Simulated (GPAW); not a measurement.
# Te (P3_121) in GPAW: convergence with density grid spacing (A)

Aim: find how far density grid spacing (A) must go before the results for Te settle, at LDA. This setting moves, with any that are tied to it; all else stays.

Everything below comes from runs of GPAW 26.7.0. Logs are shortened: lines on timing, memory, paths and dates and some standing lists are left out, and cuts for length are marked. The log counts tension as positive stress, the text compression.

### Step 1. The crystal as given

Symmetry: P3_121, No. 152, trigonal system. Conventional cell: a = 4.454 Å, b = 4.454 Å, c = 5.924 Å, α = 90.00°, β = 90.00°, γ = 120.00°. Te (site symmetry 2) is surrounded by 2 Te at 2.86 Å.

### Step 2. With density grid spacing (A) 0.24

File run.py:

```python
from ase.dft.bandgap import bandgap
from ase.io import read, write
from ase.units import GPa
from gpaw import GPAW, PW

atoms = read('POSCAR')

calc = GPAW(mode=PW(600),
            h=0.24,
            xc='LDA',
            kpts={'size': (5, 5, 4), 'gamma': True},
            occupations={'name': 'fermi-dirac', 'width': 0.05},
            nbands=19,
            convergence={'density': 1e-05, 'energy': 1e-05},
            maxiter=100,
            txt='gpaw.txt')
atoms.calc = calc
energy = atoms.get_potential_energy()
forces = atoms.get_forces()
stress = atoms.get_stress()
calc.write('gs.gpw')
write('result.traj', atoms)
print(f'Energy: {energy:.6f} eV')
print('Forces (eV/A):')
print(forces.round(4))
print('Stress (GPa):', (stress / GPa).round(3))
print('Fermi level:', round(calc.get_fermi_level(), 4), 'eV')
print(f'Gap: {bandgap(calc)[0]:.4f} eV, direct: {bandgap(calc, direct=True)[0]:.4f} eV')
```

File POSCAR:

```
Te
1.0
    4.4540000000      0.0000000000      0.0000000000
   -2.2270000000      3.8572771485      0.0000000000
    0.0000000000      0.0000000000      5.9240000000
Te
3
Direct
    0.7310000000      0.7310000000      0.0000000000
    0.0000000000      0.2690000000      0.6666666667
    0.2690000000      0.0000000000      0.3333333333
```

Potentials or basis: the program's PAW data sets (release 1.2.1) made for this functional, pw.

Started as:

```console
> OMP_NUM_THREADS=1 python run.py
```

gpaw.txt:

```text
__  _  _
 | _ |_)|_||  |
 |__||  | ||/\| - 26.7.0

Input parameters:
  mode=PW(ecut=600.0),
  convergence={'density': 1e-05, 'energy': 1e-05},
  h=0.24,
  kpts=MonkhorstPack(size=(5, 5, 4), gamma=True),
  maxiter=100,
  nbands=19,
  occupations=Occupations(name='fermi-dirac', width=0.05),
  xc=XC(name='LDA')

Diagonalizing LCAO Hamiltonian
Converting LCAO to pw mode

        Te

           Te
              Te

Atoms  # Å, Bohr magnetons
|   | symbol |         x |        y |        z |    initial magnetic moments |
|---|--------|-----------|----------|----------|-----------------------------|
| 0 |     Te |  1.627937 | 2.819670 | 0.000000 | ( 0.0000,  0.0000,  0.0000) |
| 1 |     Te | -0.599063 | 1.037608 | 3.949333 | ( 0.0000,  0.0000,  0.0000) |
| 2 |     Te |  1.198126 | 0.000000 | 1.974667 | ( 0.0000,  0.0000,  0.0000) |

Unit cell  # Å
| periodic |         x |        y |        z |  lengths |     angles |
|----------|-----------|----------|----------|----------|------------|
|      yes |  4.454000 | 0.000000 | 0.000000 | 4.454000 |  90.000000 |
|      yes | -2.227000 | 3.857277 | 0.000000 | 4.454000 |  90.000000 |
|      yes |  0.000000 | 0.000000 | 5.924000 | 5.924000 | 120.000000 |

Number of symmetries: 2
Symmetry operations  # r_c * U_cc + t_c -> r_c
|   | kind |            matrix            |
|---|------|------------------------------|
| 0 |  E   |  1, 0, 0,  0, 1, 0,  0, 0, 1 |
| 1 |  C2  |  0, 1, 0,  1, 0, 0,  0, 0,-1 |

BZ-sampling:
  Number of BZ points: 100
  Number of IBZ points: 33

  Monkhorst-Pack size: [5, 5, 4]
  Monkhorst-Pack shift: [0.0, 0.0, 0.125]

K-points  # in reciprocal-cell coordinates
|     |                                coordinates |     weight |
|-----|--------------------------------------------|------------|
|   0 | (  0.00000000,   0.00000000,   0.00000000) | 0.01000000 |
|   1 | (  0.00000000,   0.00000000,   0.25000000) | 0.02000000 |
|   2 | (  0.00000000,   0.00000000,   0.50000000) | 0.01000000 |
|   3 | (  0.20000000,  -0.20000000,  -0.25000000) | 0.02000000 |
|   4 | (  0.20000000,  -0.20000000,   0.00000000) | 0.02000000 |
[... 70 lines left out ...]
  Trust region scale: 1.0
  Backstep threshold: 4.0
  History deletion threshold: 6.0
  Fourier metric: weight=20.0, sigma=0.015

occupation numbers:
  Fermi-Dirac:
    width: 0.0500  # eV

poisson solver:
  ecut: 4800.0  # eV

xc functional:
  name: None

convergence criteria:
- Maximum integral of absolute [dens]ity change: 1e-05 electrons / valence electron
- Maximum [total energy] change in last 3 cyles: 1e-05 eV / valence electron
- Maximum integral of absolute [eigenst]ate change: 4e-08 eV^2 / valence electron
maximum number of iterations: 100

SCF iterations
|iter     | |      energy | eigst |  dens |
|---------|-|-------------|-------|-------|
|iter:   1| |  -11.613248 | -0.30 |       |
|iter:   2| |  -11.617815 | -2.21 | -1.24 |
|iter:   3| |  -11.571308 | -2.99 | -1.26 |
|iter:   4| |  -11.568013 | -3.96 | -1.80 |
|iter:   5| |  -11.568081 | -5.31 | -2.49 |
|iter:   6| |  -11.568105c| -6.14 | -3.00 |
|iter:   7| |  -11.568097c| -6.84 | -3.39 |
|iter:   8| |  -11.568098c| -7.60c| -3.98 |
|iter:   9| |  -11.568098c| -8.21c| -4.84 |
|iter:  10| |  -11.568098c| -8.77c| -5.35c|

Converged in 10 steps
Energy contributions relative to reference atoms: (reference = -553912.488430)

Energy contributions:
  Kinetic:          10.397194
  Coulomb:         -11.096512
  Zero:              0.259544
  External:          0.000000
  Xc:              -11.128149
  Entropy:          -0.000351
  Spinorbit:         0.000000
  ----------------------------
  Free energy:     -11.568273
  Extrapolated:    -11.568098

dipole moment: (-9.576160, -16.586396, -25.473370)  # |e|*Ang

Fermi level: 5.604
Eigenvalues  # (at kpt = [0.000, 0.000, 0.000])
| band index |      eig [eV] | occ [0-2] |
|------------|---------------|-----------|
|          0 |        -8.235 |     2.000 |
|          1 |        -4.963 |     2.000 |
|          2 |        -4.963 |     2.000 |
|          3 |         2.362 |     2.000 |
|          4 |         2.650 |     2.000 |
|          5 |         2.650 |     2.000 |
[... 9 lines left out ...]
|         15 |        11.803 |     0.000 |
|         16 |        11.803 |     0.000 |
|        ... |               |           |
|         18 |        12.059 |     0.000 |

Gap: 0.500 eV
Transition (v -> c):
  (s=0, k=29, n=8, [0.40, 0.20, 0.50]) -> (s=0, k=2, n=9, [0.00, 0.00, 0.50])
Direct/indirect transitions are different
Direct gap: 0.718 eV
Transition at: (s=0, k=32, n=8, [0.40, 0.40, 0.50])

Forces  # eV/Ang
|        x |        y |        z |
|----------|----------|----------|
|  0.00243 |  0.00421 |  0.00000 |  # Te   0
|  0.00242 | -0.00419 | -0.00020 |  # Te   1
| -0.00484 | -0.00000 |  0.00020 |  # Te   2

Stress tensor  # eV/Ang^3
|        x |         y |         z |
|----------|-----------|-----------|
| 0.014249 |  0.000000 |  0.000000 |
| 0.000000 |  0.014249 | -0.000000 |
| 0.000000 | -0.000000 |  0.015022 |

# Writing to gs.gpw (mode='')
```

It took 20 s on 1 thread of Arm Neoverse V1, shared host; peak memory 0.19 GiB.

What came out:

| Quantity | Value |
| --- | --- |
| Free energy | -11.5683 eV |
| Pressure | -2.3 GPa |
| Largest force | 0.005 eV/Å |
| Band gap on the k mesh | 0.50 eV, indirect (least direct gap 0.72 eV) |

### Step 3. With density grid spacing (A) 0.2

run.py, as its differences from that of step 2:

```diff
@@ -8,3 +8,3 @@
 calc = GPAW(mode=PW(600),
-            h=0.24,
+            h=0.2,
             xc='LDA',
```

POSCAR is that of step 2.

Potentials or basis: the program's PAW data sets (release 1.2.1) made for this functional, pw.

Started as:

```console
> OMP_NUM_THREADS=1 python run.py
```

Run time: 29 s. Hardware: 1 thread of Arm Neoverse V1, shared host; peak memory 0.19 GiB.

What came out:

- Free energy: -11.5680 eV
- Pressure: -2.3 GPa
- Largest force: 0.005 eV/Å
- Band gap on the k mesh: 0.50 eV, indirect (least direct gap 0.72 eV)

### Step 4. With density grid spacing (A) 0.17

run.py, as its differences from that of step 3:

```diff
@@ -8,3 +8,3 @@
 calc = GPAW(mode=PW(600),
-            h=0.2,
+            h=0.17,
             xc='LDA',
```

POSCAR is that of step 3.

Started as:

```console
> OMP_NUM_THREADS=1 python run.py
```

Wall time 39 s (1 thread of Arm Neoverse V1, shared host); peak memory 0.2 GiB.

What came out:

```
Free energy            : -11.5680 eV
Pressure               : -2.3 GPa
Largest force          : 0.005 eV/Å
Band gap on the k mesh : 0.50 eV, indirect (least direct gap 0.72 eV)
```

### Step 5. With density grid spacing (A) 0.15

run.py, as its differences from that of step 4:

```diff
@@ -8,3 +8,3 @@
 calc = GPAW(mode=PW(600),
-            h=0.17,
+            h=0.15,
             xc='LDA',
```

POSCAR is that of step 4.

Started as:

```console
> OMP_NUM_THREADS=1 python run.py
```

Wall time 48 s (1 thread of Arm Neoverse V1, shared host); peak memory 0.21 GiB.

Results (log left out):

```yaml
Free_energy: -11.5680 eV
Pressure: -2.3 GPa
Largest_force: 0.005 eV/Å
Band_gap_on_the_k_mesh: 0.50 eV, indirect (least direct gap 0.72 eV)
```

### Step 6. With density grid spacing (A) 0.13

run.py, as its differences from that of step 5:

```diff
@@ -8,3 +8,3 @@
 calc = GPAW(mode=PW(600),
-            h=0.15,
+            h=0.13,
             xc='LDA',
```

POSCAR is that of step 5.

Potentials or basis: the program's PAW data sets (release 1.2.1) made for this functional, pw.

Started as:

```console
> OMP_NUM_THREADS=1 python run.py
```

It took 72 s on 1 thread of Arm Neoverse V1, shared host; peak memory 0.23 GiB.

It converged, with:

| Quantity | Value |
| --- | --- |
| Free energy | -11.5680 eV |
| Pressure | -2.3 GPa |
| Largest force | 0.005 eV/Å |
| Band gap on the k mesh | 0.50 eV, indirect (least direct gap 0.72 eV) |

### Step 7. With density grid spacing (A) 0.11

run.py, as its differences from that of step 6:

```diff
@@ -8,3 +8,3 @@
 calc = GPAW(mode=PW(600),
-            h=0.13,
+            h=0.11,
             xc='LDA',
```

POSCAR is that of step 6.

Started as:

```console
> OMP_NUM_THREADS=1 python run.py
```

Run time: 1.9 min. Hardware: 1 thread of Arm Neoverse V1, shared host; peak memory 0.27 GiB.

The run converged. Its results:

```yaml
Free_energy: -11.5680 eV
Pressure: -2.3 GPa
Largest_force: 0.005 eV/Å
Band_gap_on_the_k_mesh: 0.50 eV, indirect (least direct gap 0.72 eV)
```

### Step 8. With density grid spacing (A) 0.09

run.py, as its differences from that of step 7:

```diff
@@ -8,3 +8,3 @@
 calc = GPAW(mode=PW(600),
-            h=0.11,
+            h=0.09,
             xc='LDA',
```

POSCAR is that of step 7.

Started as:

```console
> OMP_NUM_THREADS=1 python run.py
```

It took 3.4 min on 1 thread of Arm Neoverse V1, shared host; peak memory 0.36 GiB.

It converged, with:

| Quantity | Value |
| --- | --- |
| Free energy | -11.5680 eV |
| Pressure | -2.3 GPa |
| Largest force | 0.005 eV/Å |
| Band gap on the k mesh | 0.50 eV, indirect (least direct gap 0.72 eV) |

### Step 9. The series at a glance

```
density grid spacing (A)  energy less the tightest run, at zero smearing (meV/atom)  SCF cycles  CPU time (s)  peak memory (GiB)
                    0.24                                                      -0.08          10            20               0.19
                     0.2                                                       0.00          10            29               0.19
                    0.17                                                       0.00          10            39                0.2
                    0.15                                                       0.00          10            48               0.21
                    0.13                                                       0.00          10            72               0.23
                    0.11                                                       0.00          10           110               0.27
                    0.09                                                       0.00          10           210               0.36
```

Against the tightest run, the energy stays within 1 meV/atom from 0.24 on. The tightest run that finished is the yardstick and may itself not be fully converged.

Caveats: spin-orbit coupling is left out, which moves the levels of the heavy elements; an odd mesh through Γ misses points on the zone boundary, where band edges often lie.
